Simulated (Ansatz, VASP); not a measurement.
## Two plane-wave programs on Sb

```
Sb
1.0
     3.14001    0.00000    0.00000
    -1.57001    2.71933    0.00000
     0.00000    0.00000    5.14251
Sb
2
Direct
  0.33333 0.66667 0.25000
  0.66667 0.33333 0.75000
```

Alike in both runs: functional PBE; k mesh 14 × 14 × 8; occupations fermi-dirac, width 0.08 eV; no spin polarisation.

Ansatz relaxed the structure, and its values are those at the end. VASP's run is a single point on that final structure, the one shown.

```csv
,VASP,Ansatz
version,VASP 6.6.1,Ansatz 0.2.0
potentials or method,"VASP PAW PBE potentials, release 64 (Sb)","PAW with Ansatz's default frozen-core files, scalar-relativistic"
plane-wave cutoff (eV),520,420
valence electrons in the cell,10,30
```

|  | VASP | Ansatz | Ansatz less VASP |
| --- | --- | --- | --- |
| pressure (GPa) | 22.0 | 22.0 | +0.03 |

With one functional, cell and mesh, what is left measures potentials, basis and numerics. The two sets of potentials don't hold the same shells in valence.

Caveats: so large a pressure means that the cell lies far from this level's equilibrium, or that cutoff or potentials fall short (VASP). The runs have no spin-orbit coupling, so splittings on Sb are missing.
